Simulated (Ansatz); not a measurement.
## Cu: strain energy, fitted

Cu, Fm-3m, a = 3.630 Å. Ansatz: PBE, PAW, 420 eV, Γ-centred 20×20×14 mesh on 2 atoms, Gaussian smearing 0.10 eV; no spin polarisation. Series: uniaxial strain along a, with b, c and atoms relaxed; x is the strain in per cent. The axes a, b, c are those of the computed cell (2.567, 2.567, 3.630 Å), along [1 1 0], [-1 1 0], [0 0 1] of the cell named above. y is the free energy over the unstrained cell, V0 = 11.956 Å³/atom.

| x (%) | y (meV/atom) |
| --- | --- |
| -6.0 | ? |
| -4.0 | 11.36 |
| -2.0 | 2.79 |
| 0.0 | 0.00 |
| 2.0 | 1.80 |
| 4.0 | 7.01 |
| 6.0 | 13.31 |

Task: Fit y = c2 x² + c3 x³ to the other rows, turn c2 into a modulus, and predict the missing energy.

Result: Least squares on the rows shown. y = 0.57462 x² − 0.034189 x³. In eV per unit strain² c2 is 5.746; this is Young's modulus along the axis (E = ½ Y V0 ε²): 2 × 5.746 × 160.2 / (11.956) = 154 GPa. At x = -6.0 the fit asked for gives 28.07 meV/atom. The run gave 27.28 meV/atom, so the fit is 0.79 meV/atom too high, 2.9 % of the span of the series, against an rms of 0.14 meV/atom on the fitted rows. The row lies outside the fitted range. With a term in x⁴ added, a fit to the same known rows predicts 28.17 meV/atom, no real gain.